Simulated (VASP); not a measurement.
# PtS2 (P-3m1) in VASP: a series of runs

The runs below take PtS2 through dielectric tensor, with PBE.

All numbers are computed with VASP 6.6.1; they aren't measurements. Logs are shortened: lines on timing, memory, paths and dates and some standing lists are left out, and cuts for length are marked.

## Step 1: The crystal as given

It takes space group P-3m1 (No. 164, trigonal). Conventional cell: a = 3.543 Å, b = 3.543 Å, c = 5.039 Å, α = 90.00°, β = 90.00°, γ = 120.00°. Around Pt (site symmetry -3m) lie 6 S at 2.34 Å. S (site symmetry 3m) is surrounded by 3 Pt at 2.34 Å.

## Step 2: Dielectric tensor, PBE

INCAR

```
  PREC = Accurate
  ENCUT = 650
  EDIFF = 1E-8
  ISMEAR = 0
  SIGMA = 0.01
  LREAL = F
  LASPH = T
  NELM = 100
  ALGO = Normal
  ISIF = 2
  LWAVE = F
  LCHARG = F
  GGA = PE
  LEPSILON = T
```

KPOINTS

```
regular mesh
0
Gamma
  5 5 3
```

POSCAR

```
PtS2
1.0
    3.5432000000      0.0000000000      0.0000000000
   -1.7716000000      3.0685012107      0.0000000000
    0.0000000000      0.0000000000      5.0388000000
Pt S
1 2
Direct
    0.0000000000      0.0000000000      0.0000000000
    0.6666666667      0.3333333333      0.7730000000
    0.3333333333      0.6666666667      0.2270000000
```

Potentials or basis: VASP PAW PBE potentials, release 64 (Pt, S).

Launch:

```
cat potpaw_PBE.64/Pt/POTCAR potpaw_PBE.64/S/POTCAR > POTCAR
mpirun -np 1 vasp_std > vasp.out
```

OUTCAR:

```text
PREC = Accurate
   ENCUT = 650
   EDIFF = 1E-8
   ISMEAR = 0
   LREAL = F
   LASPH = T
   NELM = 100
   ISIF = 2
   GGA = PE
   LEPSILON = T

 Found     12 irreducible k-points:

 Following reciprocal coordinates:
            Coordinates               Weight
  0.000000  0.000000  0.000000      1.000000
  0.200000  0.000000  0.000000      6.000000
  0.400000  0.000000  0.000000      6.000000
  0.200000  0.200000  0.000000      6.000000
  0.400000  0.200000  0.000000      6.000000
  0.000000  0.000000  0.333333      2.000000
   k-points           NKPTS =     12   k-points in BZ     NKDIM =     12   number of bands    NBANDS=     15
   number of dos      NEDOS =    301   number of ions     NIONS =      3
   total plane-waves  NPLWV =  37800
   dimension x,y,z NGX =    30 NGY =   30 NGZ =   42
   dimension x,y,z NGXF=    60 NGYF=   60 NGZF=   84
   ions per type =               1   2
   NGX,Y,Z   is equivalent  to a cutoff of  14.08, 14.08, 13.86 a.u.
   NGXF,Y,Z  is equivalent  to a cutoff of  28.15, 28.15, 27.71 a.u.
 SYSTEM =  unknown system
   PREC   = accura    normal or accurate (medium, high low for compatibility)
   ISTART =      0    job   : 0-new  1-cont  2-samecut
   ICHARG =      2    charge: 1-file 2-atom 10-const
   ISPIN  =      1    spin polarized calculation?
   LNONCOLLINEAR =      F non collinear calculations
   LSORBIT =      F    spin-orbit coupling
   LASPH  =      T    aspherical Exc in radial PAW
   ENCUT  =  650.0 eV  47.77 Ry    6.91 a.u.   7.37  7.37 10.47*2*pi/ulx,y,z
   NELM   =    100;   NELMIN=  2; NELMDL= -5     # of ELM steps
   EDIFF  = 0.1E-07   stopping-criterion for ELM
   LREAL  =      F    real-space projection
   EDIFFG = 0.1E-06   stopping-criterion for IOM
   NSW    =      0    number of steps for IOM
   IBRION =     -1    ionic relax: 0-MD 1-quasi-New 2-CG
   NFREE  =      0    steps in history (QN), initial steepest desc. (CG)
   ISIF   =      2    stress and relaxation
   ISYM   =      2    0-nonsym 1-usesym 2-fastsym
   POTIM  = 0.5000    time-step for ionic-motion
   TEBEG  =    0.0;   TEEND  =   0.0 temperature during run
   PSTRESS=    0.0 pullay stress
   NELECT =      22.0000    total number of electrons
   NUPDOWN=      -1.0000    fix difference up-down
   EMIN   =  10.00;   EMAX   =-10.00  energy-range for DOS
   EFERMI =   0.00;   METHOD = LEGACY
   ISMEAR =     0;   SIGMA  =   0.01  broadening in eV -4-tet -1-fermi 0-gaus
   EFERMI_NEDOS =   21; number of points for ismear=-14 and -15
   IALGO  =     38    algorithm
   IMIX   =      4    mixing-type and parameters
     AMIX     =   0.40;   BMIX     =  1.00
     AMIX_MAG =   1.60;   BMIX_MAG =  1.00
  volume/ion in A,a.u.               =      18.26       123.23
  Fermi-wavevector in a.u.,A,eV,Ry     =   1.207812  2.282434 19.848315  1.458810
  Thomas-Fermi vector in A             =   2.343439
   LORBIT       =      0    0 simple, 1 ext, 2 COOP (PROOUT), +10 PAW based schemes
   GGA     = PE    functional components
   LHFCALC =     F    Hartree Fock is set to
   AEXX    =    0.0000 exact exchange contribution
   IVDW    =     0    specifies the selected vdW correction
   LEPSILON=     T    determine dielectric tensor
   LRPA    =     F    only Hartree local field effects (RPA)
 non-spin polarized calculation
 Gauss-broadening in eV      SIGMA  =   0.01
  energy-cutoff  :      650.00
  volume of cell :       54.78
 maximum number of plane-waves:      2103
 NGX is ok and might be reduce to    30
   NGX = 15   NGY = 15   NGZ = 21

--------------------------------------- Ionic step        1  -------------------------------------------

 number of electron      22.0000000 magnetization

 E-fermi :   6.6831     XC(G=0): -10.5756

 val. band max:        6.6115648553   @ k =   0.0000   0.0000   0.0000
 cond. band min:       7.9296899986   @ k =   0.2000   0.2000   0.0000
 fundamental gap:      1.3181251433
 Fermi energy:         6.6831455845

 k-point     1 :       0.0000    0.0000    0.0000
  band No.  band energies     occupation
      1      -8.8226      2.00000
      2      -5.5822      2.00000
      3      -0.2973      2.00000
      4      -0.2973      2.00000
      5      -0.1800      2.00000
      6       2.7646      2.00000
      7       2.7646      2.00000
      8       4.9456      2.00000
      9       5.5932      2.00000
     10       5.5932      2.00000
     11       6.6116      2.00000
     12       9.1955      0.00000
     13       9.1955      0.00000
     14      11.5301      0.00000
     15      12.5103      0.00000

 k-point     2 :       0.2000    0.0000    0.0000
  band No.  band energies     occupation
      1      -8.3056      2.00000
      2      -5.8855      2.00000
      3       0.0385      2.00000
      4       0.0591      2.00000
      5       0.3735      2.00000
      6       1.9475      2.00000
      7       2.4694      2.00000
      8       3.9066      2.00000
      9       5.4302      2.00000
     10       5.4499      2.00000
     11       6.4301      2.00000
     12       8.2346      0.00000
     13       9.0145      0.00000
     14      12.5165      0.00000
     15      13.9343      0.00000

 k-point     3 :       0.4000    0.0000    0.0000
  band No.  band energies     occupation
      1      -7.1580      2.00000
      2      -6.3792      2.00000
      3      -0.4768      2.00000
      4       0.5138      2.00000
      5       1.3238      2.00000
      6       1.8527      2.00000
      7       2.7349      2.00000
      8       3.4598      2.00000
      9       4.1726      2.00000
     10       4.2312      2.00000
     11       4.8389      2.00000
     12       8.4769      0.00000
     13       9.4600      0.00000
     14      12.1472      0.00000
     15      13.6946      0.00000

 k-point     4 :       0.2000    0.2000    0.0000
  band No.  band energies     occupation
      1      -7.4515      2.00000
      2      -6.2464      2.00000
      3       0.2435      2.00000
      4       0.5012      2.00000
      5       0.8097      2.00000
      6       1.4946      2.00000
      7       1.9984      2.00000
      8       3.5241      2.00000
      9       4.3771      2.00000
     10       4.7085      2.00000
     11       6.3512      2.00000
     12       7.9297      0.00000
     13       8.7556      0.00000
     14      12.7449      0.00000
     15      14.4622      0.00000

 k-point     5 :       0.4000    0.2000    0.0000
  band No.  band energies     occupation
      1      -6.6363      2.00000
      2      -6.5625      2.00000
      3      -0.4631      2.00000
      4       0.4234      2.00000
      5       1.1121      2.00000
      6       2.0813      2.00000
      7       2.2127      2.00000
      8       3.3010      2.00000
      9       3.7730      2.00000
     10       4.5215      2.00000
     11       5.4789      2.00000
     12       8.0824      0.00000
     13       8.2531      0.00000
     14      12.4443      0.00000
     15      14.4353      0.00000

 k-point     6 :       0.0000    0.0000    0.3333
  band No.  band energies     occupation
      1      -8.6220      2.00000
      2      -6.1031      2.00000
      3      -0.2822      2.00000
      4      -0.2822      2.00000
      5       0.7263      2.00000
      6       2.7474      2.00000
      7       2.7474      2.00000
      8       4.5270      2.00000
      9       5.4512      2.00000
     10       5.4512      2.00000
     11       5.9555      2.00000
     12       9.5451      0.00000
     13       9.5451      0.00000
     14      11.9530      0.00000
     15      13.7395      0.00000

 [... further k-points ...]

  FORCE on cell =-STRESS in cart. coord.  units (eV):
  Direction    XX          YY          ZZ          XY          YZ          ZX
  --------------------------------------------------------------------------------------
  -------------------------------------------------------------------------------------
  Total        4.0243991      4.0243991      3.3729469      0.0000000      0.0000000      0.0000000
  in kB      117.6962252    117.6962252     98.6440746      0.0000000      0.0000000      0.0000000
  external PRESSURE =     111.3455084 kB  Pullay stress =       0.0000000 kB

 VOLUME and BASIS-vectors are now :
 -----------------------------------------------------------------------------
  energy-cutoff  :      650.00
  volume of cell :       54.78
      direct lattice vectors                 reciprocal lattice vectors
     3.543200000  0.000000000  0.000000000     0.282230752  0.162946001  0.000000000
    -1.771600000  3.068501211  0.000000000     0.000000000  0.325892001  0.000000000
     0.000000000  0.000000000  5.038800000     0.000000000  0.000000000  0.198459951

 POSITION                                       TOTAL-FORCE (eV/Angst)
 -----------------------------------------------------------------------------------
      0.00000      0.00000      0.00000         0.000000      0.000000     -0.000000
      1.77160      1.02283      3.89499         0.000000     -0.000000     -1.233601
     -0.00000      2.04567      1.14381        -0.000000      0.000000      1.233601
 -----------------------------------------------------------------------------------
    total drift:                                0.000000     -0.000000      0.000000

  FREE ENERGIE OF THE ION-ELECTRON SYSTEM (eV)
  ---------------------------------------------------
  free  energy   TOTEN  =       -15.2760361343 eV

  energy  without entropy=      -15.2760361343  energy(sigma->0) =      -15.27603613

 HEAD OF MICROSCOPIC STATIC DIELECTRIC TENSOR (INDEPENDENT PARTICLE, excluding Hartree and local field effects)
 ------------------------------------------------------
          19.367337     0.000000     0.000000
           0.000000    19.367337     0.000000
           0.000000     0.000000    12.338992
 ------------------------------------------------------

 Free energy of the ion-electron system (eV)
  ---------------------------------------------------
  ---------------------------------------------------
  free energy    TOTEN  =        -2.80235501 eV

  energy without entropy =       -2.80235501

------------------------ aborting loop because EDIFF is reached ----------------------------------------

--------------------------------------- Ionic step        2  -------------------------------------------

------------------------ aborting loop because EDIFF is reached ----------------------------------------

--------------------------------------- Ionic step        3  -------------------------------------------

 Free energy of the ion-electron system (eV)
  ---------------------------------------------------
  ---------------------------------------------------
  free energy    TOTEN  =        -1.34977848 eV

  energy without entropy =       -1.34977848

------------------------ aborting loop because EDIFF is reached ----------------------------------------

 PIEZOELECTRIC TENSOR FIELD DIRECTION 3  (e Angst)
 -----------------------------------------------------------------------------
     0.00527 -0.00000  0.00000           (  0.00010  0.00000  0.00000)
    -0.00000  0.00527 -0.00000           ( -0.00000  0.00010 -0.00000)
    -0.00000  0.00000 -0.01040           (  0.00000 -0.00000  0.00003)

 PIEZOELECTRIC TENSOR FIELD DIRECTION 3  (C/m^2)
 -----------------------------------------------------------------------------
     0.00154 -0.00000  0.00000
    -0.00000  0.00154 -0.00000
    -0.00000  0.00000 -0.00304

 MACROSCOPIC STATIC DIELECTRIC TENSOR (including local field effects in DFT)
 ------------------------------------------------------
          18.139968    -0.000000     0.000000
           0.000000    18.139968     0.000000
           0.000000     0.000000     9.502848
 ------------------------------------------------------

 PIEZOELECTRIC TENSOR (including local field effects)  for field in x, y, z        (e  Angst)
          XX          YY          ZZ          XY          YZ          ZX
  --------------------------------------------------------------------------------
  x     0.00000     0.00000     0.00000     0.00000     0.00000     0.00000
  y     0.00000     0.00000     0.00000     0.00000     0.00000     0.00000
  z     0.00000     0.00000     0.00000     0.00000     0.00000     0.00000

 PIEZOELECTRIC TENSOR (including local field effects)  for field in x, y, z        (C/m^2)
          XX          YY          ZZ          XY          YZ          ZX
  --------------------------------------------------------------------------------
  x     0.00000     0.00000     0.00000     0.00000     0.00000     0.00000
  y     0.00000     0.00000     0.00000     0.00000     0.00000     0.00000
  z     0.00000     0.00000     0.00000     0.00000     0.00000     0.00000

 BORN EFFECTIVE CHARGES (including local field effects) (in |e|, cummulative output)
 ---------------------------------------------------------------------------------
 ion    1
    1     2.82355     0.00000     0.00000
    2     0.00000     2.82355    -0.00000
    3     0.00000     0.00000    -0.63257
 ion    2
    1    -1.41177     0.00000     0.00000
    2     0.00000    -1.41177     0.00000
    3     0.00000    -0.00000     0.31629
 ion    3
    1    -1.41177     0.00000     0.00000
    2     0.00000    -1.41177     0.00000
    3    -0.00000    -0.00000     0.31629
```

Wall time 1.7 min (1 thread of Intel Xeon Platinum 8559C (Emerald Rapids), shared host); peak memory 0.25 GiB.

The run converged, but some of its settings lie outside the range that counts as converged, so its numbers aren't taken as properties of the crystal.

Results:

- Band gap on the k mesh: 1.32 eV, indirect (least direct gap 1.42 eV)
- Electronic dielectric tensor (diagonal): 18.14, 18.14, 9.50
- Born charges (mean of the diagonal): Pt +1.67; S -0.84 e

Caveat: spin-orbit coupling is left out, which moves the levels of the heavy elements; an odd mesh through Γ misses points on the zone boundary, where band edges often lie.

(Part 1 of 2 ends here.)
